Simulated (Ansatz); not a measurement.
Elastic constants of C at 3 GPa (stress–strain coefficients): input and output

Method: DFT PBE+D3(BJ), scalar-relativistic, plane waves, PAW (Ansatz).

Launched with:
```bash
ansatz run input.yaml --threads 1 --pin off --max-ram 3072MiB --backend cpu --events-out ev --progress --plain --runs-dir out
```

Input (bare energies are in eV):
```yaml
crystal:
  lattice:
    - [2.4585135071, 0.0, 0.0]
    - [-1.2292567536, 2.1291351527, 0.0]
    - [0.0, 0.0, 3.3401770879]
  atoms:
    - { symbol: C, position: [0.3333333333, 0.6666666667, 0.0] }
    - { symbol: C, position: [0.6666666667, 0.3333333333, 0.0] }
basis:
  ecutwfc: 420
kpoints:
  mp_grid: { grid: [18, 18, 12] }
hamiltonian:
  xc: pbe
  dispersion: d3bj
scf:
  occupations: { method: fermi_dirac, width: 0.15 }
output:
  forces: true
  stress: true
  eigenvalues: true
elastic:
  mode: relaxed_ion
  amplitude: 0.005
```

From the output:
```
--- Elastic constants: 3 strain directions × 4 members + reference (group order 24) ---
  dense FFT box of the reference and of every strained cell: 18×18×24
  strains applied: 11, 33, 23; error gains: componentwise 1.00 (the most a stress slope's error grows in a printed constant), spectral 1.41 (1 for all six strains in a standard setting)
  pairwise dispersion correction: d3bj (s6 = 1.0, s8 = 0.7875, a1 = 0.4289, a2_bohr = 4.4407), with the weights of each atom's references fixed at the reference crystal's, and the forces and stress that the weights' published response gives ...
  C = ∂σ_k/∂η_j (tension-positive GPa; Voigt order 11 22 33 23 13 12):
      1069.942    194.599     -8.562      0.000      0.000     -0.000
       194.599   1069.942     -8.562      0.000      0.000      0.000
        -8.608     -8.608     64.193      0.000      0.000     -0.000
         0.000      0.000      0.000     -7.559      0.000      0.000
         0.000      0.000      0.000     -0.000     -7.559      0.000
        -0.000     -0.000      0.000      0.000      0.000    437.671
  reference stress σ⁰ (GPa):     -2.998     -2.998     -2.993     -0.000     -0.000      0.000
  C* (energy form; C + prestress term) asymmetry max|C*_kj − C*_jk| = 4.020e-2 GPa — a small one proves nothing (zero by symmetry where the batch's group is 432, −43m or m−3m); a large one is finite-difference/SCF noise where every solve ...
  moduli (Voigt/Reuss/Hill, GPa): K = 284.33/56.77/170.55   G = 219.62/-20.92/99.35   E = 249.58   ν = 0.256
  mechanically stable: NO (min eigenvalue of sym C = -7.56 GPa)
  the cell is mechanically unstable, and its weakest contacts join parallel layers: if it is meant as a slab among its images, read the layer's verdict in place of the crystal's
  the layer in its plane, per area (N/m: the tensor there times 3.3402 Å, the cell's volume per area; the error gains are the tensor's), 1 along (1.000, 0.000, 0.000), 2 along (-0.000, 1.000, 0.000):
    C11 = 357.38   C22 = 357.38   C12 = 65.00   C66 = 146.19   C16 = -0.00   C26 = 0.00
  moduli of the layer (Voigt/Reuss/Hill, N/m): K = 211.19/211.19/211.19   G = 146.19/146.19/146.19   E = 345.56   ν = 0.182
  mechanically stable in its plane: yes (min eigenvalue of those constants = 146.19 N/m; a buckling out of the plane is not judged)
  the stresses are not corrected for the forces that the relaxations left standing (`elastic.f_tol`)
  strain η (Voigt 11):  stress-route row diagonal C_11 = 1069.94 GPa, energy-path curvature d²(F+E_count+ΔE)/dδ²/Ω₀ = 1069.92 GPa
    cells at ±δ against ±2δ: C11 1070.00 and 1070.18 GPa, apart by 0.02 % of the column's largest entry
         δ    σ_11 (GPa) F (eV) n_scf n_hpsi n_pw
    -1.000e-2     -13.9951        -502.1345916       8  112561    349   relax 4 steps, max|allowed force component| 1.01e-5 eV/Å
    -5.000e-3      -8.4215        -502.1406901       8  113063    349   relax 3 steps, max|allowed force component| 1.31e-6 eV/Å
     5.000e-3       2.2785        -502.1439753       8  113093    356   relax 3 steps, max|allowed force component| 1.97e-6 eV/Å
     1.000e-2       7.4086        -502.1413327       8  112972    356   relax 3 steps, max|allowed force component| 3.04e-6 eV/Å
  strain η (Voigt 33):  stress-route row diagonal C_33 = 64.19 GPa, energy-path curvature d²(F+E_count+ΔE)/dδ²/Ω₀ = 63.75 GPa
    cells at ±δ against ±2δ: C33 64.09 and 63.79 GPa, apart by 0.47 % of the column's largest entry
         δ    σ_33 (GPa) F (eV) n_scf n_hpsi n_pw
    -1.000e-2      -3.6651        -502.1401785       6   42418    349   relax 0 steps, max|allowed force component| 1.48e-16 eV/Å
    -5.000e-3      -3.3211        -502.1420990       4   37810    354   relax 0 steps, max|allowed force component| 3.15e-16 eV/Å
     5.000e-3      -2.6802        -502.1453331       3   35728    354   relax 0 steps, max|allowed force component| 5.92e-16 eV/Å
     1.000e-2      -2.3894        -502.1467265       5   38156    356   relax 0 steps, max|allowed force component| 2.96e-16 eV/Å
  strain η (Voigt 23):  stress-route row diagonal C_44 = -7.56 GPa, energy-path curvature d²(F+E_count+ΔE)/dδ²/Ω₀ = -6.20 GPa
    cells at ±δ against ±2δ: C44 -7.58 and -7.64 GPa, apart by 0.77 % of the column's largest entry
         δ    σ_23 (GPa) F (eV) n_scf n_hpsi n_pw
    -1.000e-2       0.0764        -502.1438376       8  185095    352   relax 3 steps, max|allowed force component| 8.72e-7 eV/Å
    -5.000e-3       0.0379        -502.1438055       8  185007    354   relax 1 steps, max|allowed force component| 2.01e-5 eV/Å
     5.000e-3      -0.0379        -502.1438055       8  185043    354   relax 1 steps, max|allowed force component| 2.01e-5 eV/Å
     1.000e-2      -0.0764        -502.1438376       8  185067    352   relax 3 steps, max|allowed force component| 8.75e-7 eV/Å
```

Time: 96 s on 1 thread of Intel(R) Xeon(R) 6975P-C (Granite Rapids), on a shared host, peak memory 0.51 GiB.

In a metal, frequencies and elastic constants depend on the k mesh and the smearing, soft modes and shear constants most.

As the tensor has a negative eigenvalue, the Reuss and Hill moduli of a polycrystal, and E and ν formed from them, have no physical meaning here.

The least eigenvalue is -7.6 GPa; in a metal on this mesh the verdict on stability isn't firm within about 20 GPa or a tenth of the bulk modulus.

This form isn't the element's structure at ambient conditions.